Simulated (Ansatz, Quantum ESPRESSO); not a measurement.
# CdAg in the L10 ordering: electron–phonon coupling with Quantum ESPRESSO

Wanted: phonons, linewidths and couplings of CdAg in the L10 ordering from a second program. The first relaxation steps of the session are not shown, so no cell shown is the starting entry, unless a step says so.

Method: DFT PBE, scalar-relativistic, plane waves, PAW, in the first sound run; inputs show where later runs differ, in Ansatz 0.2.0 and Quantum ESPRESSO 7.5.

This is a report of a sequence of runs, with most program output left out.

The structure was built from a prototype and need not be the compound's stable phase.

## 1. The cell after earlier relaxation steps

The structure is tetragonal, space group P4/mmm (No. 123). The conventional cell has a = 3.162 Å, b = 3.162 Å, c = 3.888 Å, α = 90.00°, β = 90.00°, γ = 90.00°. Nearest to Ag lie 8 Cd at 2.96 Å and 4 Ag at 3.16 Å. Nearest to Cd lie 8 Ag at 2.96 Å and 4 Cd at 3.16 Å. Farther neighbours are not listed.

## 2. Relaxing tightly for phonons

Residual forces and stress shift phonon frequencies, so the cell is relaxed again, with tight thresholds and the mesh and smearing of this input. Earlier relaxation steps are not shown.

Input file input.yaml:

```yaml
crystal:
  lattice:
    - [3.1621911999, 0.0, 0.0]
    - [0.0, 3.1621911999, 0.0]
    - [0.0, 0.0, 3.8875979441]
  atoms:
    - { symbol: Ag, position: [0.0, 0.0, 0.0] }
    - { symbol: Cd, position: [0.5, 0.5, 0.5] }
kpoints:
  mp_grid: { grid: [10, 10, 8] }
hamiltonian:
  xc: pbe
scf:
  occupations: { method: methfessel_paxton, width: 0.2 }
output:
  forces: true
  stress: true
  eigenvalues: true
relax:
  adjacent_minimum: "off"
  f_tol: 0.001
  max_steps: 60
  cell: { stress_tol: 0.01 }
```

On the command line:

```bash
ansatz run input.yaml --threads 4 --pin off --max-ram 8192MiB --backend cpu --events-out ev --progress --plain --runs-dir out
```

Elapsed: 5.1 s, on 4 threads of Arm Neoverse V1, shared host; peak memory 0.4 GiB.

Little changed from the start: no atom moved by 0.005 Å and no cell edge by 0.1 %.

This step gave:

| Item | Value |
| --- | --- |
| pressure | 2.18e-4 GPa |
| volume per atom | 19.43 Å³ |
| metallic on mesh | yes |
| gap on the k-mesh | 0 eV |

The largest force is now zero by symmetry and the largest stress component 6.9e-4 GPa.

## 3. Ground state with pw.x

ph.x needs a tightly converged ground state on the same k mesh; the cell is that of the step before.

This step: DFT PBE, scalar-relativistic, plane waves, GBRV ultrasoft pseudopotentials (Quantum ESPRESSO 7.5).

Input file pw.in:

```
&CONTROL
  calculation = 'scf'
  prefix      = 'x'
  outdir      = './tmp'
  pseudo_dir  = './pseudo'
  tprnfor     = .true.
  tstress     = .true.
/
&SYSTEM
  ibrav       = 6
  celldm(1)   = 5.97489836
  celldm(3)   = 1.22954063
  nat         = 2
  ntyp        = 2
  ecutwfc     = 45.0
  ecutrho     = 360.0
  occupations = 'smearing'
  smearing    = 'gaussian'
  degauss     = 0.01469973
  nbnd        = 26
/
&ELECTRONS
  conv_thr    = 1.0d-11
  mixing_beta = 0.5
/
ATOMIC_SPECIES
 Ag    107.8682  Ag.upf
 Cd    112.4140  Cd.upf
ATOMIC_POSITIONS crystal
 Ag     0.000000000   0.000000000   0.000000000
 Cd     0.500000000   0.500000000   0.500000000
K_POINTS automatic
 6 6 6 0 0 0
```

On the command line:

```bash
OMP_NUM_THREADS=1 mpirun -n 4 pw.x -nk 4 -in pw.in > pw.x.log
```

Run time: 7.7 s. Hardware: 4 MPI ranks.

This step gave:

| Property | Result |
| --- | --- |
| pressure | -0.5227 GPa |

With these potentials, mesh and smearing the cell is at -0.52 GPa.

## 4. Phonons and couplings with ph.x: Gaussian smearing of 0.2 eV

ph.x gives each mode's frequency and linewidth; λ of a mode follows from Gaussian double-delta sums over the k mesh, here at four widths.

Input file ph.in:

```
phonons and couplings
&INPUTPH
  prefix          = 'x'
  outdir          = './tmp'
  tr2_ph          = 1.0d-15
  fildyn          = 'x.dyn'
  fildvscf        = 'dvscf'
  ldisp           = .true.
  nq1             = 2
  nq2             = 2
  nq3             = 2
  electron_phonon = 'simple'
  el_ph_ngauss    = 0
  el_ph_sigma     = 0.00734986
  el_ph_nsigma    = 4
  alpha_mix(1)    = 0.5
  amass(1)        = 107.8682
  amass(2)        = 112.414
/
```

On the command line:

```bash
OMP_NUM_THREADS=1 mpirun -n 4 ph.x -nk 4 -in ph.in > ph.x.log
```

The job ended after 8.9 min (4 MPI ranks; 36 min of CPU time).

This step gave:

```
highest frequency, solved or plainly interpolated : 150.3 cm⁻¹
omega log against width                           : 16.45, 14.22, 12.21, 11.16 meV, at widths 0.1 to 0.4 eV
```

As ph.x prints them, no sum rule imposed; at the zone centre the sum is no linewidth. Double-delta sums:

```csv
q1,q2,q3,star,mode,omega (meV),"lambda_q, sigma 0.1 eV","lambda_q, sigma 0.2 eV","lambda_q, sigma 0.3 eV","lambda_q, sigma 0.4 eV",half width at sigma 0.2 (meV)
0,0,0,1,1,0.6062,0,0,0,0,3.31e-4
0,0,0,1,2,0.6062,0,0,0,0,3.31e-4
0,0,0,1,3,0.6947,0,0,0,0,0
0,0,0,1,4,12.37,0.2251,0.1929,0.1272,0.0855,0.04355
0,0,0,1,5,12.37,0.2251,0.1929,0.1272,0.0855,0.04355
0,0,0,1,6,16.84,0,0,1.00e-4,0.002,0
0,0,-0.5,1,1,8.816,0,0,1.00e-4,0.0023,0
0,0,-0.5,1,2,8.816,0,0,1.00e-4,0.0023,0
0,0,-0.5,1,3,9.001,0,0,1.00e-4,0.0017,0
0,0,-0.5,1,4,9.001,0,0,1.00e-4,0.0017,0
0,0,-0.5,1,5,12.73,0,0,1.00e-4,0.0024,0
0,0,-0.5,1,6,14.17,0,0,1.00e-4,0.0013,0
0,-0.5,0,2,1,9.044,0,0,1.00e-4,0.0011,0
0,-0.5,0,2,2,9.155,0,0,1.00e-4,0.0011,0
0,-0.5,0,2,3,10.93,0,0,0.0035,0.0148,0
0,-0.5,0,2,4,11.27,0,0,0.0043,0.0178,0
0,-0.5,0,2,5,12.85,0,0,0.0017,0.0063,0
0,-0.5,0,2,6,16.02,0,0,0.0012,0.0045,0
0,-0.5,-0.5,2,1,2.97,0,2.00e-4,9.00e-4,0.0101,0
0,-0.5,-0.5,2,2,5.259,0,0.0048,0.0149,0.0219,2.07e-4
0,-0.5,-0.5,2,3,9.566,0,5.00e-4,0.0014,0.0015,4.14e-5
0,-0.5,-0.5,2,4,10.1,0,1.00e-4,2.00e-4,4.00e-4,0
0,-0.5,-0.5,2,5,17.41,0,2.00e-4,7.00e-4,0.0012,8.27e-5
0,-0.5,-0.5,2,6,18.64,0,5.00e-4,0.0016,0.0023,2.48e-4
-0.5,-0.5,0,1,1,7.07,0.0025,0.0401,0.0502,0.0436,0.002936
-0.5,-0.5,0,1,2,7.07,0.0025,0.0401,0.0502,0.0436,0.002936
-0.5,-0.5,0,1,3,11.29,0,0,0,0,0
-0.5,-0.5,0,1,4,11.7,0,0,0,0,0
-0.5,-0.5,0,1,5,16.55,0.3347,0.2254,0.1512,0.1078,0.09103
-0.5,-0.5,0,1,6,16.55,0.3347,0.2254,0.1512,0.1078,0.09103
-0.5,-0.5,-0.5,1,1,10.59,0,8.00e-4,0.0162,0.0361,1.24e-4
-0.5,-0.5,-0.5,1,2,10.68,0,0.003,0.0392,0.0804,4.96e-4
-0.5,-0.5,-0.5,1,3,10.95,0,0.0017,0.0262,0.0544,2.89e-4
-0.5,-0.5,-0.5,1,4,10.95,0,0.0017,0.0262,0.0544,2.89e-4
-0.5,-0.5,-0.5,1,5,13.22,0,0.001,0.0215,0.0497,2.48e-4
-0.5,-0.5,-0.5,1,6,13.22,0,0.001,0.0215,0.0497,2.48e-4
```

Mean over the q mesh without its centre; few wavevectors enter, so none of the widths can be taken as converged. Table of coupling constant λ, lambda by Gaussian width:

```csv
Gaussian width (eV),"coupling constant λ, lambda"
0.100,0.0963
0.200,0.0790
0.300,0.0879
0.400,0.115
```

λ runs from 0.0963 at 0.1 eV to 0.115 at 0.4 eV.

## 5. Electron–phonon run: Gaussian smearing of 0.2 eV

The cheapest meshes give a first estimate and the cost of a run.

This step: DFT PBE, scalar-relativistic, plane waves, PAW (Ansatz 0.2.0).

Input file input.yaml:

```yaml
crystal:
  lattice:
    - [3.1617800496, 0.0, 0.0]
    - [0.0, 3.1617800496, 0.0]
    - [0.0, 0.0, 3.8875370369]
  atoms:
    - { symbol: Ag, position: [0.0, 0.0, 0.0] }
    - { symbol: Cd, position: [0.5, 0.5, 0.5] }
kpoints:
  mp_grid: { grid: [6, 6, 4] }
hamiltonian:
  xc: pbe
scf:
  occupations: { method: gaussian, width: 0.2 }
output:
  eigenvalues: true
phonons:
  method: dfpt
  qmesh: [2, 2, 2]
  temperatures: { t_max: 1000, t_step: 50 }
  qpath:
    path:
      - [[0.0, 0.0, 0.0], [0.0, 0.5, 0.0], [0.5, 0.5, 0.0], [0.0, 0.0, 0.0], [0.0, 0.0, 0.5], [0.0, 0.5, 0.5], [0.5, 0.5, 0.5], [0.0, 0.0, 0.5]]
      - [[0.0, 0.5, 0.0], [0.0, 0.5, 0.5]]
      - [[0.5, 0.5, 0.0], [0.5, 0.5, 0.5]]
    npoints: 10
  electrical_resistivity:
    mesh: [8, 8, 8]
    temperatures: [20.0, 50.0, 77.0, 100.0, 150.0, 200.0, 300.0, 400.0, 600.0, 800.0]
  electron_occupations: "off"
```

On the command line:

```bash
ansatz run input.yaml --threads 4 --pin off --max-ram 8192MiB --backend cpu --events-out ev --progress --plain --runs-dir out
```

The job ended after 57 s (4 threads; peak memory 0.62 GiB; 3.5 min of CPU time).

This step gave:

```
zero point energy                                                              : 0.03272 eV/cell
share of imaginary modes in the plain interpolation between solved wavevectors : 0
highest frequency, solved or plainly interpolated                              : 147.3 cm⁻¹
Debye temperature (second moment)                                              : 173 K
resistivity at 300 K                                                           : 4.751 μΩ cm, mean of the axes
coupling constant λ                                                            : 0.2794
density of states at the Fermi level                                           : 0.2739 states/eV a spin and cell
log mean phonon energy ħω_log                                                  : 9.214 meV
transport coupling constant λ_tr                                               : 0.2766, 0.2766, 0.2961 (xx, yy, zz)
Drude plasma energy                                                            : 8.092, 8.092, 8.976 eV (xx, yy, zz)
resistivity times mean free path                                               : 10.63, 10.63, 8.714 × 10⁻¹⁶ Ω m² (xx, yy, zz)
second-moment phonon energy ħω₂                                                : 10.69 meV, from the broadened α²F curve
coupling λ by branch                                                           : 0.0611, 0.0544, 0.0527, 0.0415, 0.0374, 0.0324 (branches by rank of frequency)
```

Solved on the 2×2×2 mesh alone; all other wavevectors are interpolated. The phonon branches at the labelled points (cm⁻¹):

```csv
point,branch 1,branch 2,branch 3,branch 4,branch 5,branch 6
Γ,0,0,0,102,102,136
halfway,39,44,70,94,113,123
X,71,72,88,89,100,123
halfway,63,66,90,92,122,130
M,58,58,92,96,138,138
halfway,45,61,83,101,114,122
Γ,0,0,0,102,102,136
halfway,39,39,69,94,94,134
Z,72,72,72,72,108,122
halfway,56,58,74,77,130,130
R,26,44,76,81,139,147
halfway,48,61,85,94,124,134
A,88,88,89,89,109,109
halfway,48,51,87,96,125,128
Z,72,72,72,72,108,122
jump to X,71,72,88,89,100,123
halfway,53,65,74,77,126,138
R,26,44,76,81,139,147
jump to M,58,58,92,96,138,138
halfway,70,70,90,92,128,128
A,88,88,89,89,109,109
```

Table of Eliashberg function α²F by phonon energy; read off at these points:

```csv
phonon energy (meV),α²F,α²F tr
1.00,0,0
1.50,1.0e-4,1.0e-4
2.00,3.5e-4,1.5e-4
2.50,0.00250,0.00110
3.00,0.00381,0.00191
3.50,0.00673,0.00495
4.00,0.0151,0.0171
4.50,0.0366,0.0457
5.00,0.0525,0.0636
5.50,0.0571,0.0690
6.00,0.0711,0.0909
6.50,0.0814,0.103
7.00,0.105,0.131
7.50,0.125,0.150
7.92,0.130,0.153
8.00,0.127,0.150
8.50,0.0814,0.0962
9.00,0.0919,0.0982
9.50,0.133,0.136
10.00,0.164,0.169
10.06,0.169,0.174
10.50,0.119,0.117
11.00,0.0957,0.0909
11.50,0.110,0.0909
11.77,0.116,0.0978
12.00,0.113,0.0918
12.50,0.102,0.0805
13.00,0.105,0.0800
13.50,0.0872,0.0690
14.00,0.0780,0.0652
14.50,0.0837,0.0687
15.00,0.127,0.0979
15.50,0.185,0.145
15.91,0.229,0.186
16.00,0.229,0.185
16.50,0.152,0.113
17.00,0.0421,0.0323
17.50,0.0211,0.0151
18.00,0.00361,0.00246
```

Resistivity, by row:

```csv
T (K),ρ_xx (μΩ cm),ρ_yy,ρ_zz,"ρ by Ziman's lowest order, mean","ρ by relaxation times, mean",within 2 % of the coarser mesh
20,0.04293,0.04293,0.04525,0.06863,0.04214,no
50,0.5164,0.5164,0.479,0.5509,0.4728,no
77,1.046,1.046,0.9321,1.047,0.9715,no
100,1.481,1.481,1.303,1.458,1.384,no
150,2.383,2.383,2.077,2.321,2.241,no
200,3.256,3.256,2.829,3.163,3.068,no
300,4.971,4.971,4.31,4.821,4.69,no
400,6.67,6.67,5.782,6.467,6.297,no
600,10.06,10.06,8.72,9.752,9.502,no
800,13.45,13.45,11.66,13.04,12.71,no
```

Some points of the scattering mesh along the symmetry lines, up to three branches each (those of largest λ), at most 39 rows; the frequencies are those of the scattering step, which can differ from the solved and plainly interpolated ones; single rows converge slowly. Mode couplings:

```csv
q1,q2,q3,branch,ħω (meV),λ_q,half width (meV)
0,0.5,0,4,10.99,0.0394,0.0041
0,0.5,0,5,12.34,0.0653,0.00856
0,0.5,0,6,15.2,0.109,0.0217
0.5,0.5,0,1,7.19,0.026,0.00115
0.5,0.5,0,2,7.19,0.026,0.00115
0.5,0.5,0,5,17.12,0.0253,0.00638
0,0,0.125,1,2.47,0.0349,1.84e-4
0,0,0.125,2,2.47,0.0349,1.84e-4
0,0,0.125,3,4.48,0.267,0.0046
0,0.125,0.5,2,8.44,0.0813,0.00499
0,0.125,0.5,4,9.1,0.0354,0.00252
0,0.125,0.5,6,15.4,0.0437,0.00892
0.125,0.5,0.5,1,4.07,0.215,0.00306
0.125,0.5,0.5,2,6.03,0.142,0.00444
0.125,0.5,0.5,4,10.2,0.0537,0.00481
0.375,0.375,0.5,1,7.37,0.0738,0.00345
0.375,0.375,0.5,2,8.54,0.0849,0.00533
0.375,0.375,0.5,3,11.11,0.0607,0.00645
0,0.5,0.125,2,9.09,0.0582,0.00413
0,0.5,0.125,4,9.9,0.0715,0.00604
0,0.5,0.125,6,15.91,0.0603,0.0131
0.5,0.5,0,1,7.19,0.026,0.00115
0.5,0.5,0,2,7.19,0.026,0.00115
0.5,0.5,0,5,17.12,0.0253,0.00638
0.5,0.5,0.5,1,10.89,0.0598,0.00611
0.5,0.5,0.5,2,10.92,0.0646,0.00663
0.5,0.5,0.5,3,11.04,0.0536,0.00562
```

Largest shares of lambda; single rows converge slowly. Strongest modes:

```csv
q1,q2,q3,star,branch,ħω (meV),λ_q,half width (meV)
0.125,0.375,0.375,16,1,4.894,0.1142,0.002354
0.125,0.25,0.375,16,1,5.161,0.07787,0.001785
0.125,0.25,0.25,16,2,7.024,0.07527,0.003196
0.125,0.25,0.375,16,2,8.028,0.07158,0.00397
0.125,0.25,0.25,16,3,9.597,0.06914,0.00548
0.25,0.375,0.375,16,1,6.199,0.06874,0.002273
0.25,0.375,0.375,16,2,7.334,0.0651,0.003013
0.25,0.375,0.375,16,3,9.919,0.06369,0.005393
```

300 K. Cumulative share of the conductivity against mean free path:

```csv
mean free path (nm),along x,along z
8.91,0.00251,0.0127
10,0.00427,0.0139
11.2,0.0132,0.0155
12.6,0.0179,0.0227
14.1,0.0353,0.0316
15.8,0.0930,0.120
17.8,0.135,0.216
19.9,0.172,0.325
22.4,0.455,0.614
25.1,0.745,0.858
```

Resistivity by mesh:

```csv
mesh,T (K),mean rho (μΩ cm)
8x8x8,20,0.0437
8x8x8,300,4.751
8x8x8,800,12.86
4x4x4,20,0.08066
4x4x4,300,8.095
4x4x4,800,21.76
```

Phonopy on the run's constants, 17x17x15 mesh, Gaussian sigma 2.0 cm⁻¹. Table of modes by wavenumber; read off at these points; values in 1/cm⁻¹/cell:

```csv
wavenumber (cm⁻¹),Ag,Cd
-5.0,0,0
0.0,6.7e-5,7.0e-5
5.0,1.9e-5,2.8e-5
10.0,5.5e-4,5.7e-4
15.0,8.0e-4,8.1e-4
20.0,0.00225,0.00224
25.0,0.00313,0.00302
30.0,0.00642,0.00618
35.0,0.0125,0.0116
40.0,0.0166,0.0152
45.0,0.0215,0.0190
50.0,0.0249,0.0221
55.0,0.0314,0.0273
60.0,0.0390,0.0316
63.3,0.0404,0.0301
65.0,0.0393,0.0285
70.0,0.0341,0.0240
75.0,0.0318,0.0267
80.0,0.0442,0.0254
82.7,0.0491,0.0241
85.0,0.0444,0.0228
90.0,0.0276,0.0294
95.0,0.0268,0.0306
100.0,0.0201,0.0269
105.0,0.0182,0.0275
110.0,0.0163,0.0223
115.0,0.0157,0.0197
120.0,0.0228,0.0293
125.0,0.0305,0.0463
130.0,0.0370,0.0548
135.0,0.0240,0.0328
140.0,0.00712,0.0104
145.0,0.00238,0.00369
150.0,1.4e-4,2.2e-4
155.0,0,0
```

Harmonic. Thermo, by row:

```csv
T (K),F_vib (meV/atom),S (J/mol-atom/K),C_V (J/mol-atom/K)
0,16.36,0,0
50,14.66,9.644,15.08
100,6.1,22.65,21.62
150,-8.14,31.81,23.37
200,-26.47,38.64,24.03
250,-47.94,44.04,24.35
300,-71.95,48.5,24.53
350,-98.09,52.29,24.64
400,-126.1,55.58,24.71
450,-155.6,58.49,24.76
500,-186.6,61.11,24.79
550,-218.9,63.47,24.82
600,-252.4,65.63,24.84
650,-286.9,67.62,24.85
700,-322.4,69.46,24.86
750,-358.9,71.18,24.88
800,-396.2,72.78,24.88
850,-434.3,74.29,24.89
900,-473.2,75.71,24.89
950,-512.8,77.06,24.9
1000,-553,78.34,24.9
```

By its own test the run is not converged in the mesh. λ = 0.279 and 4.75 μΩ cm at 300 K. The run's own test puts 103 % between its two finest meshes on the component of the resistivity at 300 K that moves most, so it is not converged.

## 6. Second program, ground state

This step: DFT PBE, scalar-relativistic, plane waves, GBRV ultrasoft pseudopotentials (Quantum ESPRESSO 7.5).

Edit pw.in of step 3 so:

```diff
@@ -32,2 +32,2 @@
 K_POINTS automatic
- 6 6 6 0 0 0
+ 10 10 8 0 0 0
```

The mesh is denser.

On the command line:

```bash
OMP_NUM_THREADS=1 mpirun -n 4 pw.x -nk 4 -in pw.in > pw.x.log
```

Run time: 17 s. Hardware: 4 MPI ranks; 66 s of CPU time.

Numbers from this step:

```yaml
pressure: -0.3487 GPa
```

With these potentials, mesh and smearing the cell is at -0.35 GPa.

(Continued in part 2 of 2.)

[Logs are printed without paths, hosts, clocks, repeated set-up lines and the standing remarks that a program may print on its own settings, such as how far it seeks lower states.]

[Hosts, paths, dates, database ids (printed as entryN), source tags and the programs' standing remarks are cut or masked in the printed files.]
